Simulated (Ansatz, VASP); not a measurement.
# CdTe (e600): VASP beside Ansatz

```
Cd Te
1.0
     0.00000    3.30902    3.30902
     3.30902    0.00000    3.30902
     3.30902    3.30902    0.00000
Cd Te
1 1
Direct
  0.00000 0.00000 0.00000
  0.25000 0.25000 0.25000
```

Alike in both runs: functional PBE; k mesh 8 × 8 × 8; occupations gaussian, width 0.02 eV; no spin polarisation.

Ansatz relaxed the structure, and its values are those at the end. VASP's run is a single point on that final structure, the one shown.

```csv
,VASP,Ansatz
version,VASP 6.6.1,Ansatz 0.2.0
potentials or method,"VASP PAW PBE potentials, release 64 (Cd, Te)","scalar-relativistic, plane waves, PAW"
plane-wave cutoff (eV),520,600
valence electrons in the cell,18,36
```

```csv
,VASP,Ansatz,Ansatz less VASP
gap on the k mesh at the Fermi level (eV),0.58,0.59,+0.003
least direct gap on the mesh (eV),0.58,0.59,+0.003
pressure (GPa),0.1,0.0,-0.10
```

With one functional, cell and mesh, what is left measures potentials, basis and numerics. The two sets of potentials don't hold the same shells in valence.

Caveats: spin-orbit coupling is left out, which moves the levels of the heavy elements. As with any semilocal functional, this PBE gap is likely too small.
